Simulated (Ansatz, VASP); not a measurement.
# In2O3 in two plane-wave programs, part 2 of 2

One calculation is typed for both programs; each brings its own data sets. How far apart do they land? The cell is taken from a series of runs on this material, whose earlier steps may have relaxed, scaled, displaced or heated it; both programs get it as it stands.

VASP 6.6.1 and Ansatz 0.2.0.

So far: Set-up; Ansatz: single point, HSE06.

**3. VASP: single point, HSE06**

Level of this step: HSE06; plane waves and PAW (In_d, O) (VASP).

The same cell, functional and mesh now go to VASP, with its own data sets.

Lines of VASP's logs that name or quote its potential files are left out, and so is its time.

The run reads the wave functions of an earlier VASP run, which isn't shown here.

File INCAR:

```
SYSTEM = In2O3
PREC = Accurate
ENCUT = 520
EDIFF = 1E-06
NELM = 100
ISMEAR = 0
SIGMA = 0.01
LREAL = .FALSE.
ALGO = Normal
LHFCALC = .TRUE.
AEXX = 0.25
GGA = PE
HFSCREEN = 0.208
LASPH = .TRUE.
NBANDS = 54
PRECFOCK = Fast
LORBIT = 11
LWAVE = .FALSE.
LCHARG = .FALSE.
KPAR = 8
NCORE = 2
ISIF = 2
```

File POSCAR:

```
In2O3
1.0
    2.7435000000      1.5839604635      4.7399333334
   -2.7435000000      1.5839604635      4.7399333334
    0.0000000000     -3.1679209270      4.7399333334
In O
4 6
Direct
    0.3583979105      0.3583979105      0.3583979105
    0.1416020895      0.1416020895      0.1416020895
    0.6416020895      0.6416020895      0.6416020895
    0.8583979105      0.8583979105      0.8583979105
    0.5453891439      0.9546108561      0.2500000000
    0.2500000000      0.5453891439      0.9546108561
    0.9546108561      0.2500000000      0.5453891439
    0.4546108561      0.0453891439      0.7500000000
    0.7500000000      0.4546108561      0.0453891439
    0.0453891439      0.7500000000      0.4546108561
```

File KPOINTS:

```
Automatic mesh
0
Gamma
4 4 4
0 0 0
```

The projector-augmented-wave data sets are In_d and O (PBE family, release 64).

Started as:

```sh
mpirun -np 16 vasp_std
```

Numbers of over 12 decimals in the logs are rounded to 6 here.

The log of the run:

```text
[banner, memory and clock lines left out]
running   16 mpi-ranks, on    1 nodes
 distrk:  each k-point on    2 cores,    8 groups
 distr:  one band on    2 cores,    1 groups

 POSCAR found type information on POSCAR InO
 POSCAR found :  2 types and      10 ions
 LDA part: xc-table for (Slater+PW92), standard interpolation
 found WAVECAR, reading the header
 POSCAR, INCAR and KPOINTS ok, starting setup
 FFT: planning ... GRIDC
 FFT: planning ... GRID_SOFT
 FFT: planning ... GRID
 reading WAVECAR
 the WAVECAR file was read successfully
 initial charge from wavefunction
 entering main loop
       N       E                     dE             d eps       ncg     rms          rms(c)
DAV:   1    -0.699012505665E+02   -0.69901E+02   -0.20503E+00  1832   0.106E+01    0.542E+00
DAV:   2    -0.699387186768E+02   -0.37468E-01   -0.17761E-01  1656   0.225E+00    0.685E+00
DAV:   3    -0.699309452212E+02    0.77735E-02   -0.22658E-02  2136   0.839E-01    0.585E+00
DAV:   4    -0.699295598265E+02    0.13854E-02   -0.34504E-03  1864   0.445E-01    0.360E+00
DAV:   5    -0.699289311276E+02    0.62870E-03   -0.40377E-04  1968   0.212E-01    0.218E+00
DAV:   6    -0.699287355469E+02    0.19558E-03   -0.16265E-04  1844   0.992E-02    0.132E+00
DAV:   7    -0.699286766899E+02    0.58857E-04   -0.28740E-05  1850   0.448E-02    0.812E-01
DAV:   8    -0.699286590507E+02    0.17639E-04   -0.11245E-05  1836   0.275E-02    0.492E-01
DAV:   9    -0.699286551166E+02    0.39341E-05   -0.44392E-06  1392   0.163E-02    0.297E-01
DAV:  10    -0.699286545630E+02    0.55360E-06   -0.14783E-06  1028   0.956E-03
   1 F= -.69928655E+02 E0= -.69928655E+02  d E =-.496751E-21
```

OUTCAR, selected parts (step 3):

```text
ion  position               nearest neighbor table
   1  0.358  0.358  0.358-   9 2.11   8 2.11  10 2.11   7 2.24   6 2.24   5 2.24   2 3.08   3 3.25
                             3 3.25   3 3.25   2 3.58   2 3.58   2 3.58   4 3.96   4 3.96   4 3.96
   2  0.142  0.142  0.142-  10 2.11   8 2.11   9 2.11   7 2.24   6 2.24   5 2.24   1 3.08   4 3.25
                             4 3.25   4 3.25   1 3.58   1 3.58   1 3.58   3 3.96   3 3.96   3 3.96
   3  0.642  0.642  0.642-   6 2.11   5 2.11   7 2.11   9 2.24  10 2.24   8 2.24   4 3.08   1 3.25
                             1 3.25   1 3.25   4 3.58   4 3.58   4 3.58   2 3.96   2 3.96   2 3.96
   4  0.858  0.858  0.858-   7 2.11   5 2.11   6 2.11   9 2.24  10 2.24   8 2.24   3 3.08   2 3.25
                             2 3.25   2 3.25   3 3.58   3 3.58   3 3.58   1 3.96   1 3.96   1 3.96
   5  0.545  0.955  0.250-   3 2.11   4 2.11   1 2.24   2 2.24
   6  0.250  0.545  0.955-   3 2.11   4 2.11   1 2.24   2 2.24
   7  0.955  0.250  0.545-   4 2.11   3 2.11   1 2.24   2 2.24
   8  0.455  0.045  0.750-   1 2.11   2 2.11   3 2.24   4 2.24
   9  0.750  0.455  0.045-   1 2.11   2 2.11   3 2.24   4 2.24
  10  0.045  0.750  0.455-   2 2.11   1 2.11   3 2.24   4 2.24

  LATTYP: Found a trigonal (rhomboedric) cell.
 ALAT       =     5.7011131374
 COS(alpha) =     0.5368511334

 Subroutine GETGRP returns: Found 12 space group operations
 (whereof  6 operations were pure point group operations)

The static configuration has the point symmetry S_6 .
 The point group associated with its full space group is D_3d.

 Found     13 irreducible k-points:

   k-points           NKPTS =     13   k-points in BZ     NKDIM =     64   number of bands    NBANDS=     54

   dimension x,y,z NGX =    42 NGY =   42 NGZ =   42
   dimension x,y,z NGXF=    84 NGYF=   84 NGZF=   84

   ENCUT  =  520.0 eV  38.22 Ry    6.18 a.u.  10.60 10.60 10.60*2*pi/ulx,y,z

   NELECT =      88.0000    total number of electrons

 k-points in reciprocal lattice and weights: Automatic mesh
   0.00000000  0.00000000  0.00000000       0.016
   0.25000000 -0.00000000  0.00000000       0.094
   0.50000000 -0.00000000  0.00000000       0.047
   0.25000000  0.25000000  0.00000000       0.094
   0.50000000  0.25000000  0.00000000       0.188
  -0.25000000  0.25000000  0.00000000       0.094
   0.50000000  0.50000000  0.00000000       0.047
   0.25000000  0.25000000  0.25000000       0.031
   0.50000000  0.25000000  0.25000000       0.094
  -0.25000000  0.25000000  0.25000000       0.094
   0.50000000  0.50000000  0.25000000       0.094
  -0.25000000  0.50000000  0.25000000       0.094
   0.50000000  0.50000000  0.50000000       0.016

  exchange ACFDT corr.  =         0.00000000  see jH, gK, PRB 81, 115126

 average (electrostatic) potential at core
       1 -86.5667       2 -86.5667       3 -86.5667       4 -86.5667       5 -61.2742
       6 -61.2742       7 -61.2742       8 -61.2742       9 -61.2742      10 -61.2742

 E-fermi :   4.7904

 k-point     1 :       0.0000    0.0000    0.0000
  band No.  band energies     occupation
    ...
     40       4.2871      2.00000
     41       4.4720      2.00000
     42       4.4720      2.00000
     43       4.7229      2.00000
     44       4.7229      2.00000
     45       7.6483      0.00000
     46      12.0090      0.00000
     47      13.1237      0.00000
     48      13.8662      0.00000
     49      16.1473      0.00000
    ...

 k-point     2 :       0.2500   -0.0000    0.0000
  band No.  band energies     occupation
    ...
     40       4.2268      2.00000
     41       4.3208      2.00000
     42       4.3619      2.00000
     43       4.5497      2.00000
     44       4.7259      2.00000
     45       9.1904      0.00000
     46      12.6662      0.00000
     47      12.8062      0.00000
     48      13.2484      0.00000
     49      14.5916      0.00000
    ...

 k-point     3 :       0.5000   -0.0000    0.0000
  band No.  band energies     occupation
    ...
     40       3.6881      2.00000
     41       4.0506      2.00000
     42       4.0506      2.00000
     43       4.6701      2.00000
     44       4.6701      2.00000
     45      11.5206      0.00000
     46      11.5206      0.00000
     47      12.5903      0.00000
     48      12.5903      0.00000
     49      15.0355      0.00000
    ...

  Total        3.3199967      3.3199967      5.0542260     -0.0000000      0.0000000      0.0000000
  in kB       43.0403158     43.0403158     65.5228010     -0.0000000      0.0000000      0.0000000
  external PRESSURE =      50.5344775 kB  Pullay stress =       0.0000000 kB

  energy-cutoff  :      520.00
  volume of cell :      123.59
      direct lattice vectors                 reciprocal lattice vectors
     2.743500000  1.583960463  4.739933333     0.182248952  0.105221482  0.070324477
    -2.743500000  1.583960463  4.739933333    -0.182248952  0.105221482  0.070324477
     0.000000000 -3.167920927  4.739933333     0.000000000 -0.210442963  0.070324477

 POSITION                                       TOTAL-FORCE (eV/Angst)
 -----------------------------------------------------------------------------------
      0.00000      0.00000      5.09635        -0.000000      0.000000      0.009955
      0.00000      0.00000      2.01355        -0.000000     -0.000000     -0.009955
      0.00000      0.00000      9.12345        -0.000000      0.000000     -0.009955
      0.00000      0.00000     12.20625        -0.000000     -0.000000      0.009955
     -1.12270      1.58396      8.29488         0.082009      0.000000     -0.000000
     -0.81040     -1.76427      8.29488        -0.041005      0.071022     -0.000000
      1.93310      0.18031      8.29488        -0.041005     -0.071022     -0.000000
      1.12270     -1.58396      5.92492        -0.082009      0.000000     -0.000000
      0.81040      1.76427      5.92492         0.041005     -0.071022     -0.000000
     -1.93310     -0.18031      5.92492         0.041005      0.071022     -0.000000
 -----------------------------------------------------------------------------------
    total drift:                               -0.000001     -0.000001      0.000001

  FREE ENERGIE OF THE ION-ELECTRON SYSTEM (eV)
  ---------------------------------------------------
  free  energy   TOTEN  =       -69.9286545630 eV

  energy  without entropy=      -69.9286545630  energy(sigma->0) =      -69.92865456

 total charge
# of ion       s       p       d       tot
------------------------------------------
    1        0.629   0.675  10.095  11.399
    2        0.629   0.675  10.095  11.399
    3        0.629   0.675  10.095  11.399
    4        0.629   0.675  10.095  11.399
    5        1.564   3.501   0.000   5.065
    6        1.564   3.501   0.000   5.065
    7        1.564   3.501   0.000   5.065
    8        1.564   3.501   0.000   5.065
    9        1.564   3.501   0.000   5.065
   10        1.564   3.501   0.000   5.065
--------------------------------------------------
tot         11.900  23.707  40.378  75.985

[... 3 further parts left out ...]
```

The run ends at a pressure of 5.05 GPa, with forces up to 0.082 eV/Å.

**4. Differences**

Known differences besides the potentials themselves: exact exchange at q = 0 is treated differently, which shows on coarse meshes; VASP keeps PBE cores, Ansatz makes them for the functional; fixed occupations in Ansatz, narrow Gaussian smearing in VASP; the cutoff is 420 eV in Ansatz and 520 eV in VASP; VASP takes a coarser grid for exact exchange (PRECFOCK = Fast). Total energies have different zeros and are not compared.

The two programs side by side:

| quantity | Ansatz | VASP | difference |
| --- | --- | --- | --- |
| gap on the k mesh (eV) | 2.932 | 2.922 | +0.010 |

A gap on the mesh is an upper bound, since the band edges may lie between its points.

**5. Results**

```
difference in gap on the k mesh (single point, HSE06) : 0.010 eV
```

In words: The difference in gap on the k mesh is 0.010 eV (single point, HSE06), within the 0.08 eV picked in this series as the mark of a large difference. How closely two codes agree says nothing of how well the functional describes the real material.

[Lines on the potential files, build, host, timing and source positions are cut from VASP's logs without a mark.]

[Logs are printed without paths, hosts, clocks, repeated set-up lines and the standing remarks that a program may print on its own settings, such as how far it seeks lower states.]

[Hosts, paths, dates, database ids (printed as entryN), source tags and the programs' standing remarks are cut or masked in the printed files.]
